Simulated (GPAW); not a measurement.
Crystal: AlNi3.

```
Ni Al
1.0
     0.00000    2.80189    2.80189
     2.80189    0.00000    2.80189
     2.80189    2.80189    0.00000
Ni Al
3 1
Cartesian
  4.2028 4.2028 4.2028
  0.0000 0.0000 0.0000
  1.4009 1.4009 1.4009
  2.8019 2.8019 2.8019
```

The cell comes from a database or a generator and needn't be the stable form of this composition.

Base run:

```yaml
Program: GPAW 26.7.0
Functional: PBEsol
Potentials_or_basis: PAW data sets generated in the run's folder for this functional
Cutoff: 600 eV
Basis: pw
k_mesh: 7 × 7 × 7
Occupations: fermi-dirac, width 0.05 eV
Spin: collinear spin, ferromagnetic start
Starting_moments: "[1.0, 1.0, 1.0, 0.0] μB"
Hubbard_terms: Ni d U = 4 eV
```

Its results: pressure -2.6 GPa; net moment 0.34 μB per cell; site moments Ni -0.09, +0.56; Al -0.01 μB.

Q: The run is repeated on the same cell with these changes: hubbard terms from Ni d U = 4 eV to Ni d U = 3 eV. What comes out?

A: Pressure -2.3 GPa; net moment 0.12 μB per cell; site moments Ni -0.05, +0.24; Al -0.00 μB.

Caveats: the stock nickel data set gives pressures a few GPa off other programs; the U is typed as a test and isn't derived for this compound.
